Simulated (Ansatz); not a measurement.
Computed with DFT PBE, scalar-relativistic, plane waves, PAW in Ansatz 0.2.0. Settings: cutoff 420 eV, Γ-centred meshes spaced at most about 0.3 Å⁻¹, and about 0.25 Å⁻¹ or finer for metals (2π included), Gaussian smearing. No spin polarisation.

All energies are static (0 K, no zero-point motion).

Compare these two cells of In3GaAs4, each relaxed at this level.

A.

```cif
data_structure
_symmetry_space_group_name_H-M 'Pmm2'
_symmetry_Int_Tables_number 25
_cell_length_a 4.2919
_cell_length_b 8.5971
_cell_length_c 6.0809
_cell_angle_alpha 90.000
_cell_angle_beta 90.000
_cell_angle_gamma 90.000
_cell_volume 224.37
loop_
_atom_site_label
_atom_site_type_symbol
_atom_site_symmetry_multiplicity
_atom_site_Wyckoff_symbol
_atom_site_fract_x
_atom_site_fract_y
_atom_site_fract_z
_atom_site_occupancy
In1 In 2 g 0.00000 0.75899 0.24970 1
In2 In 1 d 0.50000 0.50000 0.75185 1
Ga1 Ga 1 c 0.50000 0.00000 0.74675 1
As1 As 1 a 0.00000 0.00000 0.97227 1
As2 As 2 h 0.50000 0.76194 0.50997 1
As3 As 1 b 0.00000 0.50000 0.00980 1
```

B.

```cif
data_structure
_symmetry_space_group_name_H-M 'P-4m2'
_symmetry_Int_Tables_number 115
_cell_length_a 4.2904
_cell_length_b 4.2904
_cell_length_c 12.2022
_cell_angle_alpha 90.000
_cell_angle_beta 90.000
_cell_angle_gamma 90.000
_cell_volume 224.61
loop_
_atom_site_label
_atom_site_type_symbol
_atom_site_symmetry_multiplicity
_atom_site_Wyckoff_symbol
_atom_site_fract_x
_atom_site_fract_y
_atom_site_fract_z
_atom_site_occupancy
In1 In 2 e 0.00000 0.00000 0.74133 1
In2 In 1 b 0.50000 0.50000 0.00000 1
Ga1 Ga 1 c 0.50000 0.50000 0.50000 1
As1 As 2 g 0.50000 0.00000 0.38869 1
As2 As 2 g 0.00000 0.50000 0.12938 1
```

**Question.** Which arrangement of the elements on these sites is preferred, and by what margin?

**Answer.** They are level within the accuracy (3 meV/atom apart, with A the lower in these runs). The two share one framework of sites and differ in which element sits where. A has In and Ga ordered on zinc blende sites, space group Pmm2 (No. 25), 28.0 Å³/atom and no gap on its mesh; B has In and Ga ordered on zinc blende sites, space group P-4m2 (No. 115), 28.1 Å³/atom and no gap. Counting As atoms around Ga and In (those within 1.25 times the shortest such distance or 1.15 times the sum of covalent radii, 1.27 where that leaves under three), A and B both have In 4, Ga 4. Both come from invented guesses. Shaken at random and relaxed again, B came back. The lowest form computed isn't among them: it has In and Ga ordered on zinc blende sites, space group I-42m (No. 121), 28.0 Å³/atom and lies 4 meV/atom below the best shown.

For metals, differences of a few meV/atom aren't resolved. The zero gap of Pmm2, P-4m2 may come from the functional, which often closes small gaps. Cells without such a test can be saddle points.
